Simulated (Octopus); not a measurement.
BN:

```xyz
4
Lattice="2.5539 0.0000 0.0000 -1.2770 2.2118 0.0000 0.0000 0.0000 4.2269" Properties=species:S:1:pos:R:3 pbc="T T T"
N     0.0000    1.4745    0.5295
N     1.2770    0.7373    2.6430
B     0.0000    1.4745    2.1123
B     1.2770    0.7373    4.2257
```

Measurements of this composition are mostly on another form, of space group No. 194.

Base run:

* Program: Octopus 16.4
* Functional: PBE
* Potentials or basis: pseudodojo_pbe (PseudoDojo 0.5, PBE)
* Grid spacing: 0.122 × 0.122 × 0.124 Å
* k mesh: 12 × 12 × 6
* Occupations: fermi-dirac, width 0.05 eV
* Spin: no spin polarisation

Its results: band gap on the k mesh 5.27 eV, indirect (least direct gap 8.29 eV); largest force 0.014 eV/Å.

**Question.** The run is repeated on the same cell with these changes: functional from PBE to PBEsol; potentials or basis from pseudodojo_pbe (PseudoDojo 0.5, PBE) to pseudodojo_pbesol (PseudoDojo 0.4, PBEsol). What comes out?

**Answer.** Band gap on the k mesh 5.04 eV, indirect (least direct gap 8.21 eV); largest force 0.007 eV/Å.

A k mesh can miss the band edges.

Not every run made on this cell is shown here.
